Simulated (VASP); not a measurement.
# C (P6/mmm) in VASP: further runs

The runs below take C through single point, with revPBE.

Program: VASP 6.6.1. These are calculated values, not measurements. Logs are shortened: lines on timing, memory, paths and dates and some standing lists are left out, and cuts for length are marked.

## (1) The crystal as given

The structure is hexagonal, space group P6/mmm (No. 191). Conventional cell: a = 7.983 Å, b = 7.983 Å, c = 1.288 Å, α = 90.00°, β = 90.00°, γ = 120.00°. Around C (site symmetry 6/mmm) lie 2 C at 1.29 Å. C (site symmetry -6m2) has 2 C at 1.29 Å as nearest neighbours.

This isn't the form of C at room conditions, which is graphite.

## (2) Single point, revPBE

Contents of INCAR:

```
ALGO = Normal
EDIFF = 1E-7
ENCUT = 520
GGA = RE
ISIF = 2
ISMEAR = -1
LASPH = True
LCHARG = False
LREAL = False
LWAVE = False
NBANDS = 13
NELM = 100
PREC = Accurate
SIGMA = 0.1
```

Contents of KPOINTS:

```
k-points
0
Gamma
  6 6 32
```

Contents of POSCAR:

```
C
1.0
    7.9832360386      0.0000000001      0.0000000000
   -3.9916180194      6.9136852138      0.0000000000
    0.0000000000      0.0000000000      1.2877333603
C
3
Direct
    0.0000000000      0.0000000000      0.0000000000
    0.3333333333      0.6666666667      0.5000000000
    0.6666666667      0.3333333333      0.5000000000
```

Potentials or basis: VASP PAW PBE potentials, release 64 (C).

The run is started by

```
$ cat potpaw_PBE.64/C/POTCAR > POTCAR
$ mpirun -np 1 vasp_std > vasp.out
```

OUTCAR:

```text
EDIFF = 1E-7
   ENCUT = 520
   GGA = RE
   ISIF = 2
   ISMEAR = -1
   LASPH = True
   LREAL = False
   NELM = 100
   PREC = Accurate

 ion  position               nearest neighbor table
   1  0.000  0.000  0.000-
   2  0.333  0.667  0.500-
   3  0.667  0.333  0.500-

  LATTYP: Found a hexagonal cell.
 ALAT       =     7.9832360386
 C/A-ratio  =     0.1613046832

  Lattice vectors:

 A1 = (   7.9832360386,   0.0000000001,   0.0000000000)
 A2 = (  -3.9916180194,   6.9136852138,   0.0000000000)
 A3 = (   0.0000000000,   0.0000000000,   1.2877333603)

Analysis of symmetry for initial positions (statically):
=====================================================================
 Subroutine PRICEL returns:
 Original cell was already a primitive cell.

 Routine SETGRP: Setting up the symmetry group for a
 hexagonal supercell.

 Subroutine GETGRP returns: Found 24 space group operations
 (whereof 24 operations were pure point group operations)
 out of a pool of 24 trial point group operations.

The static configuration has the point symmetry D_6h.

Analysis of symmetry for dynamics (positions and initial velocities):
=====================================================================
 Subroutine PRICEL returns:
 Original cell was already a primitive cell.

 Routine SETGRP: Setting up the symmetry group for a
 hexagonal supercell.

 Subroutine GETGRP returns: Found 24 space group operations
 (whereof 24 operations were pure point group operations)
 out of a pool of 24 trial point group operations.

The dynamic configuration has the point symmetry D_6h.

 Subroutine INISYM returns: Found 24 space group operations
 (whereof 24 operations are pure point group operations),
 and found     1 'primitive' translations

----------------------------------------------------------------------------------------

                                     Primitive cell

  volume of cell :      71.0746

  direct lattice vectors                    reciprocal lattice vectors
     7.983236039  0.000000000  0.000000000     0.125262487  0.072320331  0.000000000
    -3.991618019  6.913685214  0.000000000    -0.000000000  0.144640661  0.000000000
     0.000000000  0.000000000  1.287733360     0.000000000  0.000000000  0.776558277

  length of vectors
     7.983236039  7.983236039  1.287733360     0.144640661  0.144640661  0.776558277

  position of ions in fractional coordinates (direct lattice)
     0.000000000  0.000000000  0.000000000
     0.333333333  0.666666667  0.500000000
     0.666666667  0.333333333  0.500000000

  ion indices of the primitive-cell ions
   primitive index   ion index
                 1           1
                 2           2
                 3           3

----------------------------------------------------------------------------------------

 KPOINTS: k-points

Automatic generation of k-mesh.
 Grid dimensions read from file:
 generate k-points for:    6    6   32

 Generating k-lattice:

  Cartesian coordinates                     Fractional coordinates (reciprocal lattice)
     0.020877081  0.012053388  0.000000000     0.166666667 -0.000000000  0.000000000
    -0.000000000  0.024106777  0.000000000    -0.000000000  0.166666667  0.000000000
     0.000000000  0.000000000  0.024267446     0.000000000  0.000000000  0.031250000

  Length of vectors
     0.024106777  0.024106777  0.024267446

  Shift w.r.t. Gamma in fractional coordinates (k-lattice)
     0.000000000  0.000000000  0.000000000

 Subroutine IBZKPT returns following result:
 ===========================================

 Found    119 irreducible k-points:

 Following reciprocal coordinates:
            Coordinates               Weight
  0.000000  0.000000  0.000000      1.000000
  0.166667  0.000000  0.000000      6.000000
  0.333333  0.000000  0.000000      6.000000
  0.500000  0.000000  0.000000      3.000000
  0.166667  0.166667  0.000000      6.000000
  0.333333  0.166667  0.000000     12.000000
[... 16 lines left out ...]
  0.166667  0.000000  0.093750     12.000000
  0.333333  0.000000  0.093750     12.000000
 [... further k-points ...]
   k-points           NKPTS =    119   k-points in BZ     NKDIM =    119   number of bands    NBANDS=     13
   number of dos      NEDOS =    301   number of ions     NIONS =      3
   total plane-waves  NPLWV =  36000
   dimension x,y,z NGX =    60 NGY =   60 NGZ =   10
   dimension x,y,z NGXF=   120 NGYF=  120 NGZF=   20
   ions per type =               3
   NGX,Y,Z   is equivalent  to a cutoff of  12.49, 12.49, 12.91 a.u.
   NGXF,Y,Z  is equivalent  to a cutoff of  24.99, 24.99, 25.82 a.u.
 SYSTEM =  unknown system
   PREC   = accura    normal or accurate (medium, high low for compatibility)
   ISTART =      0    job   : 0-new  1-cont  2-samecut
   ICHARG =      2    charge: 1-file 2-atom 10-const
   ISPIN  =      1    spin polarized calculation?
   LNONCOLLINEAR =      F non collinear calculations
   LSORBIT =      F    spin-orbit coupling
   LASPH  =      T    aspherical Exc in radial PAW
   ENCUT  =  520.0 eV  38.22 Ry    6.18 a.u.  14.84 14.84  2.39*2*pi/ulx,y,z
   NELM   =    100;   NELMIN=  2; NELMDL= -5     # of ELM steps
   EDIFF  = 0.1E-06   stopping-criterion for ELM
   LREAL  =      F    real-space projection
   EDIFFG = 0.1E-05   stopping-criterion for IOM
   NSW    =      0    number of steps for IOM
   IBRION =     -1    ionic relax: 0-MD 1-quasi-New 2-CG
   NFREE  =      0    steps in history (QN), initial steepest desc. (CG)
   ISIF   =      2    stress and relaxation
   ISYM   =      2    0-nonsym 1-usesym 2-fastsym
   POTIM  = 0.5000    time-step for ionic-motion
   TEBEG  =    0.0;   TEEND  =   0.0 temperature during run
   PSTRESS=    0.0 pullay stress
   NELECT =      12.0000    total number of electrons
   NUPDOWN=      -1.0000    fix difference up-down
   EMIN   =  10.00;   EMAX   =-10.00  energy-range for DOS
   EFERMI =   0.00;   METHOD = LEGACY
   ISMEAR =    -1;   SIGMA  =   0.10  broadening in eV -4-tet -1-fermi 0-gaus
   EFERMI_NEDOS =   21; number of points for ismear=-14 and -15
   IALGO  =     38    algorithm
   IMIX   =      4    mixing-type and parameters
     AMIX     =   0.40;   BMIX     =  1.00
     AMIX_MAG =   1.60;   BMIX_MAG =  1.00
  volume/ion in A,a.u.               =      23.69       159.88
  Fermi-wavevector in a.u.,A,eV,Ry     =   0.904823  1.709868 11.139159  0.818705
  Thomas-Fermi vector in A             =   2.028317
   LORBIT       =      0    0 simple, 1 ext, 2 COOP (PROOUT), +10 PAW based schemes
   GGA     = RE    functional components
   LHFCALC =     F    Hartree Fock is set to
   AEXX    =    0.0000 exact exchange contribution
   IVDW    =     0    specifies the selected vdW correction
   LEPSILON=     F    determine dielectric tensor
   LRPA    =     F    only Hartree local field effects (RPA)
 non-spin polarized calculation
  energy-cutoff  :      520.00
  volume of cell :       71.07
 maximum number of plane-waves:      1967
 NGX is ok and might be reduce to    60
   NGX = 29   NGY = 29   NGZ =  5

 number of electron      12.0000000 magnetization

 Free energy of the ion-electron system (eV)
  ---------------------------------------------------
  ext. energy  EPLUGINS =         0.00000000
  ---------------------------------------------------
  free energy    TOTEN  =       -23.90758868 eV

  energy without entropy =      -23.86092170  energy(sigma->0) =      -23.88425519

 E-fermi :  -1.7247     XC(G=0):  -5.6542

 val. band max:       -1.7323560884   @ k =   0.1667   0.0000   0.2500
 cond. band min:      -1.6979614749   @ k =   0.1667   0.1667   0.2500
 fundamental gap:      0.0343946135
 Fermi energy:        -1.7247046256

 k-point     1 :       0.0000    0.0000    0.0000
  band No.  band energies     occupation
      1     -18.0355      2.00000
      2     -18.0027      2.00000
      3     -18.0027      2.00000
      4      -7.0591      2.00000
      5      -7.0591      2.00000
      6      -7.0591      2.00000
      7      -7.0591      2.00000
      8      -6.8542      2.00000
      9      -6.8542      2.00000
     10       2.2617      0.00000
     11       5.2001      0.00000
     12       5.2001      0.00000
     13       5.2001      0.00000

 k-point     2 :       0.1667    0.0000    0.0000
  band No.  band energies     occupation
      1     -18.0329      2.00000
      2     -18.0042      2.00000
      3     -18.0037      2.00000
      4      -7.1061      2.00000
      5      -7.0933      2.00000
      6      -7.0056      2.00000
      7      -6.9987      2.00000
      8      -6.8816      2.00000
      9      -6.8603      2.00000
     10       2.3958      0.00000
     11       4.7808      0.00000
     12       5.0055      0.00000
     13       5.1411      0.00000

 k-point     3 :       0.3333    0.0000    0.0000
  band No.  band energies     occupation
      1     -18.0261      2.00000
      2     -18.0093      2.00000
      3     -18.0055      2.00000
      4      -7.1383      2.00000
      5      -7.0829      2.00000
      6      -6.9538      2.00000
      7      -6.9505      2.00000
      8      -6.9425      2.00000
      9      -6.8789      2.00000
     10       2.7782      0.00000
     11       4.0644      0.00000
     12       4.6528      0.00000
     13       5.1315      0.00000
[... 305 lines left out ...]
 k-point    23 :       0.1667    0.0000    0.0938
  band No.  band energies     occupation
      1     -17.5798      2.00000
      2     -17.5532      2.00000
      3     -17.5528      2.00000
      4      -6.3539      2.00000
      5      -6.3413      2.00000
      6      -6.2547      2.00000
      7      -6.2479      2.00000
      8      -6.1325      2.00000
      9      -6.1113      2.00000
     10       3.0982      0.00000
     11       5.5370      0.00000
     12       5.7683      0.00000
     13       5.9218      0.00000

 k-point    24 :       0.3333    0.0000    0.0938
  band No.  band energies     occupation
      1     -17.5735      2.00000
      2     -17.5580      2.00000
      3     -17.5544      2.00000
      4      -6.3857      2.00000
      5      -6.3311      2.00000
      6      -6.2037      2.00000
      7      -6.2005      2.00000
      8      -6.1925      2.00000
      9      -6.1297      2.00000
     10       3.4846      0.00000
     11       4.7937      0.00000
     12       5.3965      0.00000
     13       5.9097      0.00000

 [... further k-points ...]

------------------------ aborting loop because EDIFF is reached ----------------------------------------

  FORCE on cell =-STRESS in cart. coord.  units (eV):
  Direction    XX          YY          ZZ          XY          YZ          ZX
  --------------------------------------------------------------------------------------
  -------------------------------------------------------------------------------------
  Total        0.0255767      0.0255767     -0.5177524     -0.0000000      0.0000000      0.0000000
  in kB        0.5765542      0.5765542    -11.6712713     -0.0000000      0.0000000      0.0000000
  external PRESSURE =      -3.5060543 kB  Pullay stress =       0.0000000 kB

 VOLUME and BASIS-vectors are now :
 -----------------------------------------------------------------------------
  energy-cutoff  :      520.00
  volume of cell :       71.07
      direct lattice vectors                 reciprocal lattice vectors
     7.983236039  0.000000000  0.000000000     0.125262487  0.072320331  0.000000000
    -3.991618019  6.913685214  0.000000000    -0.000000000  0.144640661  0.000000000
     0.000000000  0.000000000  1.287733360     0.000000000  0.000000000  0.776558277

 POSITION                                       TOTAL-FORCE (eV/Angst)
 -----------------------------------------------------------------------------------
      0.00000      0.00000      0.00000        -0.000000      0.000000     -0.000000
     -0.00000      4.60912      0.64387         0.000000      0.000000      0.000000
      3.99162      2.30456      0.64387        -0.000000     -0.000000     -0.000000
 -----------------------------------------------------------------------------------
    total drift:                                0.000000      0.000000      0.000000

  FREE ENERGIE OF THE ION-ELECTRON SYSTEM (eV)
  ---------------------------------------------------
  free  energy   TOTEN  =       -23.9075886751 eV

  energy  without entropy=      -23.8609216958  energy(sigma->0) =      -23.88425519
```

Run time: 48 s. Hardware: 1 thread of Intel Xeon Platinum 8559C (Emerald Rapids), shared host; peak memory 0.22 GiB.

Results:

- Free energy: -23.9076 eV
- Pressure: -0.4 GPa
- Band gap on the k mesh: none (metal or under the smearing width)

Stress tensor (GPa, compression positive):
```
 0.06  0.00  0.00
 0.00  0.06  0.00
 0.00  0.00 -1.17
```

Caveat: the PAW data sets were made with another functional, which shifts forces and pressure a little.

## (3) Single point, revPBE

Contents of INCAR:

```
PREC = Accurate
ENCUT = 520
EDIFF = 1E-6
ISMEAR = -1
SIGMA = 0.1
LREAL = F
LASPH = T
NELM = 100
ALGO = Normal
ISIF = 2
LWAVE = F
LCHARG = F
GGA = RE
NBANDS = 13
```

Contents of KPOINTS:

```
Automatic mesh
0
Gamma
  5 5 27
```

POSCAR is that of step 2.

Potentials or basis: VASP PAW PBE potentials, release 64 (C).

The run is started by

```
$ cat potpaw_PBE.64/C/POTCAR > POTCAR
$ mpirun -np 1 vasp_std > vasp.out
```

It took 27 s on 1 thread of Intel Xeon Platinum 8559C (Emerald Rapids), shared host; peak memory 0.2 GiB.

Results (log left out):

* Free energy: -23.9120 eV
* Pressure: -0.4 GPa
* Band gap on the k mesh: none (metal or under the smearing width)

Stress tensor (GPa, compression positive):
```
 0.07  0.00  0.00
 0.00  0.07  0.00
 0.00  0.00 -1.21
```

Levels at points of the mesh, in eV from the Fermi level:
```csv
k point,band 4,band 5,band 6,band 7,band 8,band 9
"(0.00, 0.00, 0.00)",-5.60,-5.60,-5.60,-5.60,-5.39,-5.39
```

Caveat: the PAW data sets were made with another functional, which shifts forces and pressure a little.

[end of part 1 of 2]
